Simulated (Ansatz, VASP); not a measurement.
**One calculation of WSe4, two programs**

INCAR

```
SYSTEM = WSe4
PREC     = Accurate       ! precision mode
ENCUT    = 520            ! plane-wave cutoff, eV
EDIFF    = 1E-6           ! SCF threshold, eV
ISMEAR   = 0              ! smearing method
SIGMA    = 0.1            ! smearing width, eV
LREAL    = .False.        ! projectors in reciprocal space
LASPH    = .True.         ! aspherical terms in the spheres
NELM     = 150            ! most SCF steps
ALGO     = Normal         ! electronic algorithm
ISIF     = 2              ! what is computed and relaxed
LWAVE    = .False.        ! write WAVECAR
LCHARG   = .True.         ! write CHGCAR
ISPIN    = 2              ! spin polarisation
MAGMOM   = 3.91 -0.18 -0.18 -0.18 -0.18 ! initial moments
LORBIT   = 11             ! projections on sites
LMAXMIX  = 4              ! l up to which the mixer works
GGA      = PE             ! functional
LELF     = .True.         ! ELF
LVHAR    = .True.       
NBANDS   = 31             ! bands
```

File KPOINTS:

```
regular mesh
0
Gamma
  3 3 3
  0 0 0
```

The input POSCAR:

```
WSe4
1.0
    3.3750138400      1.9485651500      3.9408340400
   -3.3750138400      1.9485651500      3.9408340400
    0.0000000000     -3.8971303000      3.9408340400
W Se
1 4
Direct
    0.0000000000      0.0000000000      0.0000000000
    0.5000000000      0.5000000000      0.0000000000
    0.0000000000      0.5000000000      0.5000000000
    0.5000000000      0.0000000000      0.5000000000
    0.5000000000      0.5000000000      0.5000000000
```

Input for Ansatz:

```yaml
crystal:
  lattice:
    - [3.37501384, 1.94856515, 3.94083404]
    - [-3.37501384, 1.94856515, 3.94083404]
    - [0.0, -3.8971303, 3.94083404]
  atoms:
    - { symbol: W, position: [0.0, 0.0, 0.0] }
    - { symbol: Se, position: [0.5, 0.5, 0.0] }
    - { symbol: Se, position: [0.0, 0.5, 0.5] }
    - { symbol: Se, position: [0.5, 0.0, 0.5] }
    - { symbol: Se, position: [0.5, 0.5, 0.5] }
basis:
  ecutwfc: 420
kpoints:
  mp_grid: { grid: [3, 3, 3] }
hamiltonian:
  xc: pbe
scf:
  occupations: { method: gaussian, width: 0.1 }
  lower_state_search: "off"
output:
  forces: true
  stress: true
  eigenvalues: true
  populations: true
magnetization:
  spin_polarized: true
```

Alike in both runs: task single point; functional PBE; k mesh 3 × 3 × 3; occupations gaussian, width 0.1 eV; collinear spin.

```csv
,VASP,Ansatz
version,VASP 6.6.1,Ansatz 0.2.0
potentials or method,"VASP PAW PBE potentials, release 64 (W_sv, Se)","scalar-relativistic, plane waves, PAW"
plane-wave cutoff (eV),520,420
valence electrons in the cell,38,78
```

```tsv
	VASP	Ansatz	Ansatz less VASP
gap on the k mesh at the Fermi level (eV)	none	none	-
pressure (GPa)	-6.6	-6.6	+0.01
largest component of the traceless stress (GPa)	3.78	3.81	+0.025
net moment per atom (μB)	0.69	0.69	-0.005
size of the moment on the site where the two differ most (μB)	3.18	3.56	+0.376
```

Site moments also hang on the region over which each program counts them. A gap of «none» marks a metal or a gap that the smearing closes. With one functional, cell and mesh, what is left measures potentials, basis and numerics. The two sets of potentials don't hold the same shells in valence. Ansatz warned: «no_starting_moments».

Caveats: the k mesh is coarse (spacing up to 0.40 Å⁻¹), so the values aren't converged. Spin-orbit coupling is left out, which matters for the levels of W.
